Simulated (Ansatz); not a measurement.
SiO2: a ladder of calculations

Cell of run 1: a computed structure from the Materials Project (it need not be an observed phase).

Space group I-4m2 (No. 119); a = 7.1937, c = 12.1272 Å.

| site | Wyckoff | site symmetry | x | y | z |
| --- | --- | --- | --- | --- | --- |
| Si1 | 2a | -4m2 | 0.0000 | 0.0000 | 0.0000 |
| Si2 | 8i | .m. | 0.2060 | 0.0000 | 0.7878 |
| O6 | 8i | .m. | 0.0000 | 0.1815 | 0.0791 |
| O10 | 4e | 2mm. | 0.0000 | 0.0000 | 0.7337 |
| O12 | 8h | ..2 | 0.8168 | 0.3168 | 0.2500 |

One atom of each set is listed; the run and its k-mesh use a cell of 15 atoms with edges of 7.91, 7.91, 7.91 Å.

All runs are DFT with Ansatz 0.2.0 (plane waves and PAW, scalar-relativistic unless spin–orbit coupling is named, Γ-centred meshes, Fermi–Dirac smearing where given) in this cell.

Run 1: PBE, gradients read without the response of the cores, atoms as given; 420 eV, 4×4×4 k-points, smearing 0.02 eV.
Run 2: r2SCAN, gradients read without the response of the cores, atoms as given; 500 eV, 4×4×4 k-points, smearing 0.02 eV.
Run 3: HSE06, gradients read without the response of the cores, atoms as given; 420 eV, 3×3×3 k-points, smearing 0.02 eV.

| run | Si1 V_zz (η) | Si2 V_zz (η) | O6 V_zz (η) | O10 V_zz (η) | O12 V_zz (η) |
| --- | --- | --- | --- | --- | --- |
| 1 | -1.79 (0.00) | -1.33 (0.36) | 8.88 (0.22) | 9.01 (0.22) | 9.99 (0.07) |
| 2 | -1.79 (0.00) | -1.32 (0.37) | 8.84 (0.22) | 8.97 (0.22) | 9.94 (0.08) |
| 3 | ? | ? | ? | ? | ? |

V_zz in 10²¹ V/m².

Task: Estimate the row of run 3.

Result: Si1: -1.81 (0.00); Si2: -1.33 (0.36); O6: 9.06 (0.22); O10: 9.18 (0.23); O12: 10.19 (0.08). It lies nearest to run 1, from whose tensors on these sites it differs by 0.19 at most (largest principal value of the difference, on O12).

In run 1 the atoms aren't at the calculated equilibrium (largest force 0.48 eV/Å).
